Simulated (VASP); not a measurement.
Input of a VASP 6.6.1 run:

Contents of INCAR:

```
ALGO = Fast ; EDIFF = 1E-6
ENCUT = 520 ; GGA = PS
ISIF = 2 ; ISMEAR = 0
LASPH = True ; LCHARG = False
LREAL = Auto ; LWAVE = False
NBANDS = 57 ; NELM = 100
PREC = Accurate ; SIGMA = 0.02
```

KPOINTS

```
k-points
0
Gamma
  2 2 1
```

File POSCAR:

```
C19O
1.0
    7.3980000000      0.0000000000      0.0000000000
   -3.6990000000      6.4068560000      0.0000000000
    0.0000000000      0.0000000000     13.0000000000
C O
19 1
Direct
   -0.0052411590     -0.0002171112      0.0651015385
    0.2194655815      0.1121509520      0.0651219231
   -0.0038415125      0.3354799921      0.0650956923
    0.2181210452      0.4464840477      0.0650850769
   -0.0028799910      0.6674465604      0.0651370769
    0.2171616290      0.7774313954      0.0651593077
    0.3294880862      0.0021275646      0.0651510000
    0.5514717631      0.1130927556      0.0650886154
    0.3304593995      0.3341283150      0.0651140000
    0.5504668076      0.4441331286      0.0651202308
    0.3281749108      0.6664944553      0.0650976154
    0.5528108802      0.7788250587      0.0649853077
    0.6637831274      0.0007306236      0.0649616154
    0.8837790901      0.1107703997      0.0650070000
    0.6614458210      0.3331335994      0.0650923077
    0.8861546678      0.4454755968      0.0651187692
    0.6627995872      0.6688308587      0.0650275385
    0.8847584426      0.7797907429      0.0651003077
    0.4491469133     -0.0622192851      0.3186998462
    0.4025107160      0.0228105642      0.3758893077
```

Potentials or basis: VASP PAW PBE potentials, release 64 (C, O).

The run is started by

```sh
$ cat potpaw_PBE.64/C/POTCAR potpaw_PBE.64/O/POTCAR > POTCAR
$ mpirun -np 1 vasp_std > vasp.out
```

Task: What does it give for the largest force?

Result: 1.006 eV/Å.

Task: Estimate the band gap on the k mesh.

Result: 0.21 eV, direct.

Forces on the atoms (eV/Å):
```
C    0.006  0.017  0.000
C   -0.013 -0.001  0.009
C    0.015 -0.005 -0.002
C   -0.002 -0.009  0.005
C   -0.004 -0.001  0.001
C    0.005  0.005 -0.004
C    0.012 -0.013 -0.002
C    0.001 -0.009 -0.004
C   -0.015 -0.008 -0.003
C    0.021  0.008 -0.003
C   -0.005  0.018 -0.003
C   -0.011  0.001 -0.003
C   -0.012 -0.010  0.005
C    0.012  0.005  0.004
C    0.006  0.012  0.005
C   -0.019  0.017 -0.003
C    0.009 -0.005  0.004
C    0.003 -0.020 -0.002
C    0.577 -0.489 -0.661
O   -0.587  0.487  0.656
```

Caveat: the k mesh is coarse (spacing up to 0.49 Å⁻¹), so the values aren't converged; the standard files for N, O and F lose accuracy on very short bonds; the PAW data sets were made with another functional, which shifts forces and pressure a little. PBEsol gaps usually lie below the measured ones, often by a third to a half.
